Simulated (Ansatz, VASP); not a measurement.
GaSb (rvv): VASP beside Ansatz

File POSCAR:

```
GaSb
1.0
    0.0000000000      3.0590000000      3.0590000000
    3.0590000000      0.0000000000      3.0590000000
    3.0590000000      3.0590000000      0.0000000000
Ga Sb
1 1
Direct
    0.0000000000      0.0000000000      0.0000000000
    0.2500000000      0.2500000000      0.2500000000
```

The input INCAR.step1:

```
ALGO     = Normal         # electronic algorithm
EDIFF    = 1E-4           # SCF threshold, eV
ENCUT    = 520            # plane-wave cutoff, eV
GGA      = PE             # functional
ISMEAR   = 0              # smearing method
LASPH    = True           # aspherical terms in the spheres
LCHARG   = False          # write CHGCAR
LREAL    = False          # projectors in reciprocal space
LWAVE    = True           # write WAVECAR
NBANDS   = 16             # bands
NELM     = 100            # most SCF steps
PREC     = Accurate       # precision mode
SIGMA    = 0.1            # smearing width, eV
```

File INCAR.step2:

```
ALGO     = Normal         # electronic algorithm
BPARAM   = 11.95        
CPARAM   = 0.0093       
EDIFF    = 1E-6           # SCF threshold, eV
ENCUT    = 520            # plane-wave cutoff, eV
ISIF     = 2              # what is computed and relaxed
ISMEAR   = 0              # smearing method
ISTART   = 1            
IVDW_NL  = 2            
LASPH    = True           # aspherical terms in the spheres
LCHARG   = False          # write CHGCAR
LMIXTAU  = True         
LREAL    = False          # projectors in reciprocal space
LUSE_VDW = True         
LWAVE    = False          # write WAVECAR
METAGGA  = R2SCAN         # meta-GGA
NBANDS   = 16             # bands
NELM     = 100            # most SCF steps
PREC     = Accurate       # precision mode
SIGMA    = 0.1            # smearing width, eV
```

The input KPOINTS:

```
k-points
0
Gamma
  6 6 6
```

Input for Ansatz:

```yaml
crystal:
  lattice:
    - [0.0, 3.059, 3.059]
    - [3.059, 0.0, 3.059]
    - [3.059, 3.059, 0.0]
  atoms:
    - { symbol: Ga, position: [0.0, 0.0, 0.0] }
    - { symbol: Sb, position: [0.25, 0.25, 0.25] }
basis:
  ecutwfc: 500
kpoints:
  mp_grid: { grid: [6, 6, 6] }
hamiltonian:
  xc: r2scan
  dispersion: rvv10
scf:
  occupations: { method: gaussian, width: 0.1 }
output:
  forces: true
  stress: true
  eigenvalues: true
```

Alike in both runs: task single point; functional r2SCAN; dispersion rVV10; k mesh 6 × 6 × 6; occupations gaussian, width 0.1 eV; no spin polarisation.

|  | VASP | Ansatz |
| --- | --- | --- |
| version | VASP 6.6.1 | Ansatz 0.2.0 |
| potentials or method | VASP PAW PBE potentials, release 64 (Ga_d, Sb) | scalar-relativistic, plane waves, PAW |
| plane-wave cutoff (eV) | 520 | 500 |
| valence electrons in the cell | 18 | 28 |

```tsv
	VASP	Ansatz	Ansatz less VASP
gap on the k mesh at the Fermi level (eV)	0.45	0.46	+0.013
least direct gap on the mesh (eV)	0.45	0.46	+0.013
pressure (GPa)	-0.2	-0.4	-0.18
```

The two sets of potentials don't hold the same shells in valence.

Caveats: the PAW data sets were made with another functional, which shifts forces and pressure a little (VASP); spin-orbit coupling is left out, which moves the levels of the heavy elements.
